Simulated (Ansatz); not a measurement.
Runs of Ansatz 0.2.0 on CdSe (Cadmoselite). It takes space group P6_3mc (No. 186, hexagonal). Conventional cell: a = 4.300 Å, b = 4.300 Å, c = 7.020 Å, α = 90.00°, β = 90.00°, γ = 120.00°. Around Cd (site symmetry 3m) lie 4 Se at 2.61 to 2.70 Å. Se (site symmetry 3m) is surrounded by 4 Cd at 2.61 to 2.70 Å. 

```csv
task,level,spin,k mesh,cutoff (eV),smearing,basis error allowed,gap on the mesh (eV),pressure (GPa),largest force (eV/Å)
atomic charges,PBEsol+D4,"collinear, ferromagnetic start",7 × 7 × 4,257,fermi-dirac 0.05 eV,0.002 eV/atom,0.58,-0.9,0.27
band structure,LDA,off,7 × 7 × 4,257,fermi-dirac 0.05 eV,0.002 eV/atom,0.43,-1.8,(a)
single point,PBEsol,off,7 × 7 × 4,279,fermi-dirac 0.05 eV,0.001 eV/atom,0.58,0.2,0.27
single point,PBE,off,5 × 5 × 3,257,fermi-dirac 0.03 eV,0.002 eV/atom,(b),3.1,0.29
```

Alike in all rows: potentials or basis all-electron LAPW, scalar-relativistic; cell as given.

Fill in the values left out.

(a) 0.25; (b) 0.70.

Caveats: an odd mesh through Γ misses points on the zone boundary, where band edges often lie (some runs).

A k mesh can miss the band edges, and the runs leave out spin-orbit coupling on Cd, Se.

Not every run made on this cell is shown here.
